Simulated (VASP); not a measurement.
Re, 2 atoms in the cell. It takes space group P6_3/mmc (No. 194, hexagonal). Conventional cell: a = 2.773 Å, b = 2.773 Å, c = 4.484 Å, α = 90.00°, β = 90.00°, γ = 120.00°. Around Re (site symmetry -6m2) lie 12 Re at 2.76 to 2.77 Å. The cell was built by a generator and needn't be a form met in nature.

```yaml
Program: VASP 6.6.1
Task: optical spectrum
Functional: PBEsol
Potentials_or_basis: VASP PAW PBE potentials, release 64 (Re)
Cutoff: 520 eV
k_mesh: 18 × 18 × 12
Occupations: methfessel-paxton, width 0.1 eV
Spin: no spin polarisation
Further_INCAR_settings: ALGO = Normal; EDIFF = 1e-07
```

Potentials or basis: VASP PAW PBE potentials, release 64 (Re).

Run with:

```bash
$ cat potpaw_PBE.64/Re/POTCAR > POTCAR
$ mpirun -np 1 vasp_std > vasp.out
```

Hardware: 1 thread of AMD EPYC 9R45 (Zen 5), with other jobs on the host.

**Question.** Estimate the wall time of this run.

**Answer.** Wall time 66 s on 1 thread of AMD EPYC 9R45 (Zen 5) (shared host), peak memory 0.28 GiB. Counts: scf iterations 13, k points 259.
